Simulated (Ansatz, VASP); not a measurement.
**C: VASP beside Ansatz**

```xyz
2
Lattice="1.1973 0.6913 3.4307 -1.1973 0.6913 3.4307 0.0000 -1.3826 3.4307" Properties=species:S:1:pos:R:3 pbc="T T T"
C     0.0000    0.0000    1.6879
C     0.0000    0.0000    8.6042
```

Change from the starting cell: strain -0.025 along x and y, +0.025 along z, atoms carried along.

Alike in both runs: task single point; functional LDA; k mesh 12 × 12 × 12; occupations gaussian, width 0.05 eV; no spin polarisation.

|  | VASP | Ansatz |
| --- | --- | --- |
| version | VASP 6.6.1 | Ansatz 0.2.0 |
| potentials or method | VASP PAW LDA potentials, release 64 (C) | scalar-relativistic, plane waves, PAW |
| plane-wave cutoff (eV) | 520 | 420 |
| valence electrons in the cell | 8 | 8 |

Ansatz gave:

```
gap on the k mesh at the Fermi level (eV)       : 0.65
least direct gap on the mesh (eV)               : 0.65
pressure (GPa)                                  : 18.7
largest component of the traceless stress (GPa) : 20.30
rms of the force components (eV/Å)              : 0.526
```

Task: Which values does VASP return?

Result: gap on the k mesh at the Fermi level (eV): 0.65; least direct gap on the mesh (eV): 0.65; pressure (GPa): 19.4; largest component of the traceless stress (GPa): 21.24; rms of the force components (eV/Å): 0.523.

Atom by atom the forces differ by 0.003 eV/Å (rms over components).

Caveats: so large a pressure means that the cell lies far from this level's equilibrium, or that cutoff or potentials fall short (VASP).
